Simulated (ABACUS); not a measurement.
The system is LiF (Griceite).

```
F Li
1.0
     0.00000    2.01400    2.01400
     2.01400    0.00000    2.01400
     2.01400    2.01400    0.00000
F Li
1 1
Cartesian
  2.0140 2.0140 2.0140
  0.0000 0.0000 0.0000
```

Base run:

| Quantity | Value |
| --- | --- |
| Program | ABACUS 3.10.1 |
| Functional | HLE16 |
| Potentials or basis | SPMS ONCV 1.0 PBE |
| Cutoff | 1143 eV |
| Density cutoff | 4572 eV |
| Basis | plane waves |
| k mesh | 9 × 9 × 9 |
| Occupations | fermi-dirac, width 0.05 eV |
| Spin | no spin polarisation |

Its results: band gap on the k mesh 12.07 eV, direct; pressure -0.2 GPa.

**Question.** The run is repeated on the same cell with these changes: functional from HLE16 to BP86; potentials or basis from SPMS ONCV 1.0 PBE to GBRV ultrasoft 1.5 PBE; cutoff from 1143 eV to 544 eV; density cutoff from 4572 eV to 4354 eV. What comes out?

**Answer.** Band gap on the k mesh 9.09 eV, direct; pressure 1.8 GPa.

Caveats: the potentials were made for another functional, which shifts forces and pressure; an odd mesh through Γ misses points on the zone boundary, where band edges often lie; the potentials were made for a functional far from this one (some runs).
